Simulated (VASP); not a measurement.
A run of VASP 6.6.1 is set up as follows.

The input INCAR:

```
SYSTEM = BN
ALGO = Fast ; EDIFF = 1E-8
ENCUT = 600 ; GGA = CA
IBRION = 8 ; ISIF = 2
ISMEAR = 0 ; LASPH = .True.
LCHARG = .False. ; LEPSILON = .True.
LREAL = .False. ; LWAVE = .False.
NELM = 60 ; NSW = 1
PREC = Accurate ; SIGMA = 0.02
```

Contents of KPOINTS:

```
k-points
0
Gamma
  4 4 4
  0 0 0
```

File POSCAR:

```
BN
1.0
    0.0000000000      1.7914300000      1.7914300000
    1.7914300000      0.0000000000      1.7914300000
    1.7914300000      1.7914300000      0.0000000000
B N
1 1
Direct
    0.0000000000      0.0000000000      0.0000000000
    0.2500000000      0.2500000000      0.2500000000
```

Potentials or basis: VASP PAW LDA potentials, release 64 (B, N).

The run is started by

```console
$ cat potpaw_LDA.64/B/POTCAR potpaw_LDA.64/N/POTCAR > POTCAR
$ mpirun -np 1 vasp_std > vasp.out
```

Task: Predict the electronic dielectric tensor (diagonal).

Result: 5.21.

Task: Predict the Born charges (mean of the diagonal).

Result: B +2.00; N -2.00 e.

Task: Estimate the highest phonon frequency at Γ, LO-TO splitting left out.

Result: 1073 cm⁻¹.

Task: Predict the band gap on the k mesh.

Result: 4.35 eV, indirect (least direct gap 8.78 eV).

Electronic dielectric tensor:
```
5.21 0.00 0.00
0.00 5.21 0.00
0.00 0.00 5.21
```

Caveat: the k mesh is coarse (spacing up to 0.76 Å⁻¹), so the values aren't converged. A k mesh can miss the band edges.
